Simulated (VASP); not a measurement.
# InSe: layer in an electric field

InSe, sheet, 8 atoms in the cell. PBEsol; PAW potentials In_d, Se (PBE set).

Vacuum (Å): 10; k-point spacing in the plane (1/Å): 0.25; Starting cell: layer relaxed first with the same functional; Layers: 2; Field step (eV/Å): 0.1.

## Input

INCAR.step1:
```
PREC = Accurate ; ENCUT = 310
EDIFF = 1E-7 ; ISMEAR = 0
SIGMA = 0.02 ; LREAL = F
LASPH = T ; ALGO = Normal
NELM = 150 ; LWAVE = F
LCHARG = F ; GGA = PS
KPAR = 4 ; LDIPOL = T
IDIPOL = 3 ; DIPOL = 0.5 0.5 0.5
AMIN = 0.01 ; EFIELD = -0.4
```

INCAR.step2, as INCAR.step1 but for:
```
- EFIELD = -0.4
+ EFIELD = -0.2
```

INCAR.step3 changes the same tag again: EFIELD = -0.1.

INCAR.step4, as INCAR.step3 but for:
```
- EFIELD = -0.1
```

INCAR.step5 to INCAR.step7 change the same tag again: EFIELD = 0.1, 0.2, 0.4.

KPOINTS:
```
Automatic mesh
0
Gamma
  13 8 1
  0 0 0
```

POSCAR:
```
InSe
1.0
    3.9992987318      0.0000000000      0.0000000000
    5.9989480977      3.4634942990      0.0000000000
    0.0000000000      0.0000000000     23.5577711043
In Se
4 4
Direct
    0.0000000000      0.0000000000      0.2667534449
    0.0000000000      0.0000000000      0.3844998857
    0.5000000000      0.0000000000      0.6155001143
    0.5000000000      0.0000000000      0.7332465551
    0.0000000002      0.3333333332      0.2122441880
    0.0000000002      0.3333333332      0.4390091425
    0.5000000002      0.3333333332      0.5609908575
    0.5000000002      0.3333333332      0.7877558120
```

Commands (each step's output is kept before the next begins):
```
cat potpaw_PBE.64/In_d/POTCAR potpaw_PBE.64/Se/POTCAR > POTCAR
cp INCAR.step1 INCAR
mpirun -np 4 vasp_std > vasp.out
rm WAVECAR CHG
cp INCAR.step2 INCAR
mpirun -np 4 vasp_std > vasp.out
rm WAVECAR CHG
cp INCAR.step3 INCAR
mpirun -np 4 vasp_std > vasp.out
rm WAVECAR CHG
cp INCAR.step4 INCAR
mpirun -np 4 vasp_std > vasp.out
rm WAVECAR CHG
cp INCAR.step5 INCAR
mpirun -np 4 vasp_std > vasp.out
rm WAVECAR CHG
cp INCAR.step6 INCAR
mpirun -np 4 vasp_std > vasp.out
rm WAVECAR CHG
cp INCAR.step7 INCAR
mpirun -np 4 vasp_std > vasp.out
```

## Result

- Polarisability along the normal (Å³ per cell): 16.11
- 4 pi alpha over area (Å): 14.61

Field series:

| EFIELD (eV/Å) | dipole along z (e Å, as printed) | gap on the mesh (eV) |
|---|---|---|
| -0.400 | -0.4479 | 0.919 |
| -0.200 | -0.2238 | 0.959 |
| -0.100 | -0.1118 | 0.970 |
| 0.000 | -0.0000 | 0.973 |
| 0.100 | 0.1119 | 0.970 |
| 0.200 | 0.2238 | 0.959 |
| 0.400 | 0.4480 | 0.919 |

Limits: In strong fields electrons can gather in the vacuum; the last points may hold such a state.

VASP 6.6.1 took 1310 s on 4 cores (Intel Xeon 6975P-C (Granite Rapids)), a shared host.
